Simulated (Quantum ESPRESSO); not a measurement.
CuO:

```
Cu O
1.0
     3.17953    0.00000    0.00000
    -1.58977    2.75356    0.00000
     0.00000    0.00000    4.43149
Cu O
2 2
Direct
  0.00000 0.00000 0.00000
  0.00000 0.00000 0.50000
  0.33333 0.66667 0.25000
  0.66667 0.33333 0.75000
```

Measurements of this composition are mostly on another form, of space group No. 15.

Base run:

- Program: Quantum ESPRESSO 7.5
- Functional: LDA
- Potentials or basis: JTH 2.0 LDA
- Cutoff: 735 eV
- Density cutoff: 4408 eV
- k mesh: 10 × 10 × 6
- Occupations: fermi-dirac, width 0.05 eV
- Spin: no spin polarisation

Its results: band gap on the k mesh none (metal or under the smearing width); pressure -10.0 GPa.

The run is repeated on the same cell with these changes: potentials or basis from JTH 2.0 LDA to GBRV 1.5 LDA; cutoff from 735 eV to 762 eV; density cutoff from 4408 eV to 6095 eV; form of the lda correlation from PW92 to PZ81. What comes out?

Band gap on the k mesh none (metal or under the smearing width); pressure -9.4 GPa.

Caveats: the run has no spin polarisation, though such a crystal can be magnetic; semilocal functionals often make such compounds metallic where correlation or magnetic order opens a gap, which also shifts bond lengths.
